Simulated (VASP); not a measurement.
A run of VASP 6.6.1:

INCAR

```
PREC = Accurate
ENCUT = 520
EDIFF = 1E-6
ISMEAR = 0
SIGMA = 0.02
LREAL = False
LASPH = True
NELM = 100
ALGO = Fast
ISIF = 2
LWAVE = False
LCHARG = False
LDIPOL = True
IDIPOL = 3
DIPOL = 0.5 0.5 0.500
GGA = PE
IVDW = 12
NBANDS = 35
```

File KPOINTS:

```
regular mesh
0
Gamma
  12 12 1
```

The input POSCAR:

```
WS2
1.0
    3.1537892969      0.0000000000      0.0000000000
   -1.5768946485      2.7312616493      0.0000000000
    0.0000000000      0.0000000000     44.4429313586
S W
4 2
Direct
    0.3333333333      0.6666666667      0.3962549792
    0.3333333333      0.6666666667      0.4671283337
    0.6666666667      0.3333333333      0.5328716663
    0.6666666667      0.3333333333      0.6037450208
    0.6666666667      0.3333333333      0.4316916564
    0.3333333333      0.6666666667      0.5683083436
```

Potentials or basis: VASP PAW PBE potentials, release 64 (S, W_sv).

The run is started by

```console
$ cat potpaw_PBE.64/S/POTCAR potpaw_PBE.64/W_sv/POTCAR > POTCAR
$ mpirun -np 1 vasp_std > vasp.out
```

Hardware: 1 thread of Intel(R) Xeon(R) Platinum 8488C (Sapphire Rapids), on a shared host.

Task: How long does it take, and how much memory?

Result: It took 5.2 min on 1 thread of Intel(R) Xeon(R) Platinum 8488C (Sapphire Rapids), on a shared host, peak memory 0.56 GiB. Counts: scf iterations 24, k points 19.
